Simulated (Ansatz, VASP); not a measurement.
Two plane-wave programs on Sb

INCAR

```
PREC = Accurate
ENCUT = 520
EDIFF = 1E-6
ISMEAR = 0
SIGMA = 0.15
LREAL = False
LASPH = True
NELM = 80
ALGO = Normal
ISIF = 2
LWAVE = False
LCHARG = False
GGA = PE
NBANDS = 12
```

Contents of KPOINTS:

```
Automatic mesh
0
Gamma
  12 12 12
```

File POSCAR:

```
Sb
1.0
    2.1506003320      1.2416496806      3.7440000000
   -2.1506003320      1.2416496806      3.7440000000
    0.0000000000     -2.4832993611      3.7440000000
Sb
2
Direct
    0.2336400000      0.2336400000      0.2336400000
    0.7663600000      0.7663600000      0.7663600000
```

Input for Ansatz:

```yaml
crystal:
  lattice:
    - [2.150600332, 1.2416496806, 3.744]
    - [-2.150600332, 1.2416496806, 3.744]
    - [0.0, -2.4832993611, 3.744]
  atoms:
    - { symbol: Sb, position: [0.23364, 0.23364, 0.23364] }
    - { symbol: Sb, position: [0.76636, 0.76636, 0.76636] }
basis:
  ecutwfc: 420
kpoints:
  mp_grid: { grid: [12, 12, 12] }
hamiltonian:
  xc: pbe
scf:
  occupations: { method: gaussian, width: 0.15 }
output:
  forces: true
  stress: true
  eigenvalues: true
```

Alike in both runs: task single point; functional PBE; k mesh 12 × 12 × 12; occupations gaussian, width 0.15 eV; no spin polarisation.

|  | VASP | Ansatz |
| --- | --- | --- |
| version | VASP 6.6.1 | Ansatz 0.2.0 |
| potentials or method | VASP PAW PBE potentials, release 64 (Sb) | scalar-relativistic, plane waves, PAW |
| plane-wave cutoff (eV) | 520 | 420 |
| valence electrons in the cell | 10 | 30 |

```csv
,VASP,Ansatz,Ansatz less VASP
gap on the k mesh at the Fermi level (eV),none,none,-
pressure (GPa),3.2,3.1,-0.09
largest component of the traceless stress (GPa),0.37,0.33,-0.039
rms of the force components (eV/Å),0.153,0.126,-0.0266
```

Atom by atom the forces differ by 0.027 eV/Å (rms over components). A gap of «none» marks a metal or a gap that the smearing closes. The two sets of potentials don't hold the same shells in valence.

The runs have no spin-orbit coupling, so splittings on Sb are missing.
